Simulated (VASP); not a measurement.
# NiO (Fm-3m) in VASP: notebook

Aim: see how the results for NiO move with the level of theory and the settings. Levels: PBE, r2SCAN. Tasks: single point, relaxation of cell and atoms.

Program: VASP 6.6.1. These are calculated values, not measurements. Logs are shortened: lines on timing, memory, paths and dates and some standing lists are left out, and cuts for length are marked.

**The experiment to reproduce.**

From “Local correlations, non-local screening, multiplets, and band formation in NiO”, 2012, arxiv:1210.6675, for a bulk crystal of NiO: band gap 4.3 eV.

The results are compared with them further down.

## 1. Starting point

Symmetry: Fm-3m, No. 225, cubic system. Conventional cell: a = 4.172 Å, b = 4.172 Å, c = 4.172 Å, α = 90.00°, β = 90.00°, γ = 90.00°. Around Ni (site symmetry m-3m) lie 6 O at 2.09 Å. O (site symmetry m-3m) is surrounded by 6 Ni at 2.09 Å.

## 2. Single point, PBE, collinear spin, ferromagnetic start

The input, INCAR:

```
ALGO = Normal ; AMIX = 0.2
AMIX_MAG = 0.8 ; BMIX = 1E-4
BMIX_MAG = 1E-4 ; EDIFF = 1E-6
ENCUT = 600 ; GGA = PE
ISIF = 2 ; ISMEAR = 0
ISPIN = 2 ; LASPH = True
LCHARG = False ; LMAXMIX = 4
LORBIT = 11 ; LREAL = False
LWAVE = False ; MAGMOM = 2 0
NBANDS = 19 ; NELM = 150
PREC = Accurate ; SIGMA = 0.03
```

The input, KPOINTS:

```
k-points
0
Gamma
  12 12 12
```

The input, POSCAR:

```
NiO
1.0
    0.0000000000      2.0859016400      2.0859016400
    2.0859016400      0.0000000000      2.0859016400
    2.0859016400      2.0859016400      0.0000000000
Ni O
1 1
Direct
    0.0000000000      0.0000000000      0.0000000000
    0.5000000000      0.5000000000      0.5000000000
```

Potentials or basis: VASP PAW PBE potentials, release 64 (Ni, O).

Command:

```bash
cat potpaw_PBE.64/Ni/POTCAR potpaw_PBE.64/O/POTCAR > POTCAR
mpirun -np 1 vasp_std > vasp.out
```

OUTCAR:

```text
AMIX = 0.2
   AMIX_MAG = 0.8
   EDIFF = 1E-6
   ENCUT = 600
   GGA = PE
   ISIF = 2
   ISMEAR = 0
   ISPIN = 2
   LASPH = True
   LORBIT = 11
   LREAL = False
   NELM = 150
   PREC = Accurate

 ion  position               nearest neighbor table
   1  0.000  0.000  0.000-   2 2.09   2 2.09   2 2.09   2 2.09   2 2.09   2 2.09
   2  0.500  0.500  0.500-   1 2.09   1 2.09   1 2.09   1 2.09   1 2.09   1 2.09

  LATTYP: Found a face centered cubic cell.
 ALAT       =     4.1718032800

  Lattice vectors:

 A1 = (   0.0000000000,   2.0859016400,   2.0859016400)
 A2 = (   2.0859016400,   0.0000000000,   2.0859016400)
 A3 = (   2.0859016400,   2.0859016400,   0.0000000000)

Analysis of symmetry for initial positions (statically):
=====================================================================
 Subroutine PRICEL returns:
 Original cell was already a primitive cell.

 Routine SETGRP: Setting up the symmetry group for a
 face centered cubic supercell.

 Subroutine GETGRP returns: Found 48 space group operations
 (whereof 48 operations were pure point group operations)
 out of a pool of 48 trial point group operations.

The static configuration has the point symmetry O_h .

Analysis of symmetry for dynamics (positions and initial velocities):
=====================================================================
 Subroutine PRICEL returns:
 Original cell was already a primitive cell.

 Routine SETGRP: Setting up the symmetry group for a
 face centered cubic supercell.

 Subroutine GETGRP returns: Found 48 space group operations
 (whereof 48 operations were pure point group operations)
 out of a pool of 48 trial point group operations.

The dynamic configuration has the point symmetry O_h .

Analysis of structural, dynamic, and magnetic symmetry:
=====================================================================
 Subroutine PRICEL returns:
 Original cell was already a primitive cell.

 Routine SETGRP: Setting up the symmetry group for a
 face centered cubic supercell.

 Subroutine GETGRP returns: Found 48 space group operations
 (whereof 48 operations were pure point group operations)
 out of a pool of 48 trial point group operations.

The overall configuration has the point symmetry O_h .

 Subroutine INISYM returns: Found 48 space group operations
 (whereof 48 operations are pure point group operations),
 and found     1 'primitive' translations

----------------------------------------------------------------------------------------

                                     Primitive cell

  volume of cell :      18.1515

  direct lattice vectors                    reciprocal lattice vectors
     0.000000000  2.085901640  2.085901640    -0.239704495  0.239704495  0.239704495
     2.085901640  0.000000000  2.085901640     0.239704495 -0.239704495  0.239704495
     2.085901640  2.085901640  0.000000000     0.239704495  0.239704495 -0.239704495

  length of vectors
     2.949910389  2.949910389  2.949910389     0.415180365  0.415180365  0.415180365

  position of ions in fractional coordinates (direct lattice)
     0.000000000  0.000000000  0.000000000
     0.500000000  0.500000000  0.500000000

  ion indices of the primitive-cell ions
   primitive index   ion index
                 1           1
                 2           2

----------------------------------------------------------------------------------------

 KPOINTS: k-points

Automatic generation of k-mesh.
 Grid dimensions read from file:
 generate k-points for:   12   12   12

 Generating k-lattice:

  Cartesian coordinates                     Fractional coordinates (reciprocal lattice)
    -0.019975375  0.019975375  0.019975375     0.083333333  0.000000000  0.000000000
     0.019975375 -0.019975375  0.019975375     0.000000000  0.083333333  0.000000000
     0.019975375  0.019975375 -0.019975375     0.000000000  0.000000000  0.083333333

  Length of vectors
     0.034598364  0.034598364  0.034598364

  Shift w.r.t. Gamma in fractional coordinates (k-lattice)
     0.000000000  0.000000000  0.000000000

 Subroutine IBZKPT returns following result:
 ===========================================

 Found     72 irreducible k-points:

 Following reciprocal coordinates:
            Coordinates               Weight
  0.000000  0.000000  0.000000      1.000000
  0.083333  0.000000  0.000000      8.000000
  0.166667  0.000000  0.000000      8.000000
  0.250000  0.000000  0.000000      8.000000
  0.333333  0.000000  0.000000      8.000000
  0.416667  0.000000  0.000000      8.000000
[... 16 lines left out ...]
  0.500000  0.166667  0.000000     24.000000
 -0.416667  0.166667  0.000000     24.000000
 [... further k-points ...]
   k-points           NKPTS =     72   k-points in BZ     NKDIM =     72   number of bands    NBANDS=     19
   number of dos      NEDOS =    301   number of ions     NIONS =      2
   total plane-waves  NPLWV =  13824
   dimension x,y,z NGX =    24 NGY =   24 NGZ =   24
   dimension x,y,z NGXF=    48 NGYF=   48 NGZF=   48
   ions per type =               1   1
   NGX,Y,Z   is equivalent  to a cutoff of  13.53, 13.53, 13.53 a.u.
   NGXF,Y,Z  is equivalent  to a cutoff of  27.05, 27.05, 27.05 a.u.
 SYSTEM =  unknown system
   PREC   = accura    normal or accurate (medium, high low for compatibility)
   ISTART =      0    job   : 0-new  1-cont  2-samecut
   ICHARG =      2    charge: 1-file 2-atom 10-const
   ISPIN  =      2    spin polarized calculation?
   LNONCOLLINEAR =      F non collinear calculations
   LSORBIT =      F    spin-orbit coupling
   LASPH  =      T    aspherical Exc in radial PAW
   ENCUT  =  600.0 eV  44.10 Ry    6.64 a.u.   5.89  5.89  5.89*2*pi/ulx,y,z
   NELM   =    150;   NELMIN=  2; NELMDL= -5     # of ELM steps
   EDIFF  = 0.1E-05   stopping-criterion for ELM
   LREAL  =      F    real-space projection
[... 7 lines left out ...]
   TEBEG  =    0.0;   TEEND  =   0.0 temperature during run
   PSTRESS=    0.0 pullay stress
   NELECT =      16.0000    total number of electrons
   NUPDOWN=      -1.0000    fix difference up-down
   EMIN   =  10.00;   EMAX   =-10.00  energy-range for DOS
   EFERMI =   0.00;   METHOD = LEGACY
   ISMEAR =     0;   SIGMA  =   0.03  broadening in eV -4-tet -1-fermi 0-gaus
   EFERMI_NEDOS =   21; number of points for ismear=-14 and -15
   IALGO  =     38    algorithm
   IMIX   =      4    mixing-type and parameters
     AMIX     =   0.20;   BMIX     =  0.00
     AMIX_MAG =   0.80;   BMIX_MAG =  0.00
  volume/ion in A,a.u.               =       9.08        61.25
  Fermi-wavevector in a.u.,A,eV,Ry     =   1.569680  2.966264 33.523312  2.463894
  Thomas-Fermi vector in A             =   2.671526
   LORBIT       =     11    0 simple, 1 ext, 2 COOP (PROOUT), +10 PAW based schemes
   GGA     = PE    functional components
   LHFCALC =     F    Hartree Fock is set to
   AEXX    =    0.0000 exact exchange contribution
   IVDW    =     0    specifies the selected vdW correction
   LEPSILON=     F    determine dielectric tensor
   LRPA    =     F    only Hartree local field effects (RPA)
 spin polarized calculation
 Gauss-broadening in eV      SIGMA  =   0.03
  energy-cutoff  :      600.00
  volume of cell :       18.15
 maximum number of plane-waves:       620
   NGX = 11   NGY = 11   NGZ = 11

 number of electron      16.0000001 magnetization       1.6493450

 Free energy of the ion-electron system (eV)
  ---------------------------------------------------
  ext. energy  EPLUGINS =         0.00000000
  ---------------------------------------------------
  free energy    TOTEN  =       -11.47184435 eV

  energy without entropy =      -11.47121067  energy(sigma->0) =      -11.47152751

 E-fermi :   7.9749     XC(G=0): -12.6996

 val. band max:        7.9715305804   @ k =  -0.4167   0.5000   0.0833
 cond. band min:       7.9894495790   @ k =  -0.1667   0.0833   0.0000
 fundamental gap:      0.0179189986
 Fermi energy:         7.9748702376

 spin component 1

 k-point     1 :       0.0000    0.0000    0.0000
  band No.  band energies     occupation
      1     -12.4695      1.00000
      2       4.9054      1.00000
      3       4.9054      1.00000
      4       4.9178      1.00000
      5       4.9178      1.00000
      6       4.9178      1.00000
[... 11 lines left out ...]
     18      33.9294      0.00000
     19      33.9294      0.00000

 k-point     2 :       0.0833    0.0000    0.0000
  band No.  band energies     occupation
      1     -12.3903      1.00000
      2       4.1487      1.00000
      3       4.1488      1.00000
      4       4.2014      1.00000
      5       5.3248      1.00000
      6       5.3248      1.00000
[... 476 lines left out ...]
 k-point    24 :      -0.4167    0.1667    0.0000
  band No.  band energies     occupation
      1     -11.0423      1.00000
      2       0.1553      1.00000
      3       1.9880      1.00000
      4       2.1319      1.00000
      5       5.8767      1.00000
      6       6.0624      1.00000
[... 11 lines left out ...]
     18      38.4071      0.00000
     19      38.6536      0.00000

 [... further k-points ...]

 spin component 2

 k-point     1 :       0.0000    0.0000    0.0000
  band No.  band energies     occupation
      1     -12.0685      1.00000
      2       5.3817      1.00000
      3       5.3817      1.00000
      4       5.3817      1.00000
      5       6.1118      1.00000
      6       6.1119      1.00000
[... 11 lines left out ...]
     18      34.4992      0.00000
     19      34.4994      0.00000

 k-point     2 :       0.0833    0.0000    0.0000
  band No.  band energies     occupation
      1     -11.9873      1.00000
      2       4.6801      1.00000
      3       5.0411      1.00000
      4       5.0412      1.00000
      5       6.2176      1.00000
      6       6.2177      1.00000
[... 476 lines left out ...]
 k-point    24 :      -0.4167    0.1667    0.0000
  band No.  band energies     occupation
      1     -10.5892      1.00000
      2       0.5124      1.00000
      3       2.7592      1.00000
      4       3.1476      1.00000
      5       6.9327      1.00000
      6       6.9574      1.00000
[... 11 lines left out ...]
     18      38.7689      0.00000
     19      39.0599      0.00000

 [... further k-points ...]
[... 5 lines left out ...]
  --------------------------------------------------------------------------------------
  -------------------------------------------------------------------------------------
  Total        0.5137158      0.5137158      0.5137158     -0.0000000      0.0000000      0.0000000
  in kB       45.3442288     45.3442288     45.3442288     -0.0000000      0.0000000      0.0000000
  external PRESSURE =      45.3442288 kB  Pullay stress =       0.0000000 kB

 VOLUME and BASIS-vectors are now :
 -----------------------------------------------------------------------------
  energy-cutoff  :      600.00
  volume of cell :       18.15
      direct lattice vectors                 reciprocal lattice vectors
     0.000000000  2.085901640  2.085901640    -0.239704495  0.239704495  0.239704495
     2.085901640  0.000000000  2.085901640     0.239704495 -0.239704495  0.239704495
     2.085901640  2.085901640  0.000000000     0.239704495  0.239704495 -0.239704495

 POSITION                                       TOTAL-FORCE (eV/Angst)
 -----------------------------------------------------------------------------------
      0.00000      0.00000      0.00000         0.000000     -0.000000      0.000000
      2.08590      2.08590      2.08590        -0.000000      0.000000     -0.000000
 -----------------------------------------------------------------------------------
    total drift:                                0.000000     -0.000000     -0.000000

  FREE ENERGIE OF THE ION-ELECTRON SYSTEM (eV)
  ---------------------------------------------------
  free  energy   TOTEN  =       -11.4718443501 eV

  energy  without entropy=      -11.4712106655  energy(sigma->0) =      -11.47152751

 total charge

# of ion       s       p       d       tot
------------------------------------------
    1        0.332   0.406   8.260   8.998
    2        1.554   3.421   0.000   4.975
--------------------------------------------------
tot          1.886   3.827   8.260  13.974

 magnetization (x)

# of ion       s       p       d       tot
------------------------------------------
    1        0.012   0.015   1.338   1.365
    2        0.028   0.216   0.000   0.244
--------------------------------------------------
tot          0.039   0.231   1.338   1.609
```

It took 1.8 min on 1 thread of AMD EPYC 7R43 (Zen 3), shared host; peak memory 0.14 GiB.

Results:

```
Free energy                                           : -11.4718 eV
Pressure                                              : 4.5 GPa
Band gap on the k mesh                                : none (metal or under the smearing width)
Net moment                                            : 1.65 μB per cell
Site moments                                          : Ni +1.36; O +0.24 μB
Valence electrons inside the program's atomic spheres : Ni 9.00; O 4.97
```

Caveat: a cell with one magnetic atom can't hold antiferromagnetic order, which such compounds often take; semilocal functionals often make such compounds metallic where correlation or magnetic order opens a gap, which also shifts bond lengths.

(Part 1 of 3 ends here.)
